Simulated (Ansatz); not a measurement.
BaSnO₃ (cubic perovskite)

```yaml
crystal:
  lattice:
    - [4.13132, 0.00000, 0.00000]
    - [0.00000, 4.13132, 0.00000]
    - [0.00000, 0.00000, 4.13132]
  atoms:
    - { symbol: Ba, position: [0.00000, 0.00000, 0.00000] }
    - { symbol: Sn, position: [0.50000, 0.50000, 0.50000] }
    - { symbol: O, position: [0.00000, 0.50000, 0.50000] }
    - { symbol: O, position: [0.50000, 0.50000, 0.00000] }
    - { symbol: O, position: [0.50000, 0.00000, 0.50000] }
```

Scan: atom 3 (O, nearest neighbour Sn at 2.066 Å; its periodic images, 4.1 Å or more away, move with it) is displaced towards the nearest neighbour, direction (-1.000, 0.000, 0.000) in Cartesian axes, by s. The other atoms stay.

These are r2SCAN (plane waves to 500 eV, PAW, scalar-relativistic; Ansatz, a quantum-chemistry and plane-wave program) values and carry that method's errors. k mesh 7×7×7 (Γ-centred), Fermi-Dirac smearing 0.05 eV. Energies are smeared free energies. BaSnO3 was relaxed with its symmetry unable to fall. The zero of ΔE is the undisplaced structure.

| s (Å) | ΔE (meV/cell) |
|---|---|
| -0.210 | 494 |
| -0.168 | 305 |
| -0.126 | 166 |
| -0.084 | 72 |
| -0.042 | 18 |
| 0.000 | 0 |
| 0.042 | 18 |
| 0.084 | 72 |
| 0.126 | 166 |
| 0.168 | 305 |
| 0.210 | 494 |

Q: What force constant k = d²E/ds² at s = 0 does the table give?

A: 20 eV/Å². It is the second difference of the nearest points, corrected with the next pair.

Q: With k = 20.12 eV/Å² from the forces, is the well harmonic out to s = 0.210 Å?

A: ½ks² = 444 meV/cell against the computed 494 meV/cell, so the well is stiffer than harmonic there.

(For displaced atoms, the force is minus the slope of the energy, and its curvature is a force constant, which sets phonon frequencies.)
